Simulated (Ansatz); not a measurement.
# MgF2 (P4_2/mnm): a single-point run

The task is a single-point run on MgF2 (P4_2/mnm). The structure is shown as the input types it.

Method: Kohn-Sham DFT, with the functional, basis and potentials that each input names, in Ansatz 0.2.0.

### Step 1. The system as given

It takes space group P4_2/mnm (No. 136, tetragonal). Conventional cell: a = 4.698 Å, b = 4.698 Å, c = 3.093 Å, α = 90.00°, β = 90.00°, γ = 90.00°. Mg (site symmetry mmm) has 6 F at 2.02 Å in its first shell of neighbours. F (site symmetry m2m) has 3 Mg at 2.02 Å in its first shell of neighbours.

Coordinates:

```xyz
6
Lattice="4.6980 0.0000 0.0000 0.0000 4.6980 0.0000 0.0000 0.0000 3.0926" Properties=species:S:1:pos:R:3 pbc="T T T"
Mg    0.0000    0.0000    0.0000
Mg    2.3490    2.3490    1.5463
F     1.4261    1.4261    0.0000
F     0.9228    3.7751    1.5463
F     3.2718    3.2718    0.0000
F     3.7751    0.9228    1.5463
```

### Step 2. The run

The input, input.yaml:

```yaml
crystal:
  lattice:
    - [4.6979584702, 0.0, 0.0]
    - [0.0, 4.6979584702, 0.0]
    - [0.0, 0.0, 3.0925922753]
  atoms:
    - { symbol: Mg, position: [0.0, 0.0, 0.0] }
    - { symbol: Mg, position: [0.5, 0.5, 0.5] }
    - { symbol: F, position: [0.3035651231, 0.3035651231, 0.0] }
    - { symbol: F, position: [0.1964348769, 0.8035651231, 0.5] }
    - { symbol: F, position: [0.6964348769, 0.6964348769, 0.0] }
    - { symbol: F, position: [0.8035651231, 0.1964348769, 0.5] }
basis:
  ecutwfc: 420
  ecutrho_ratio: 4
kpoints:
  mp_grid: { grid: [6, 6, 10] }
hamiltonian:
  xc: pbe
  hubbard: { sites: [{ species: Mg, l: p, u_eff: -5.0 }] }
scf:
  occupations: { method: gaussian, width: 0.05 }
  max_iter: 80
output:
  forces: true
  stress: true
```

On the command line:

```sh
$ ansatz run input.yaml --threads 4 --pin off --max-ram 7168MiB --backend cpu --events-out ev --progress --plain --runs-dir out
```

Q: Will this input give a usable result? If not, why, and what should change?

The program finished normally. That alone doesn't make the input a sound one.

In the input, hamiltonian.hubbard.sites is [{species: Mg, l: p, u_eff: -5.0}]. The U is negative: it rewards fractional occupations of the shell, where a positive U penalises them, and shifts its filled levels up and its empty ones down.

To check: delete hamiltonian.hubbard.sites.
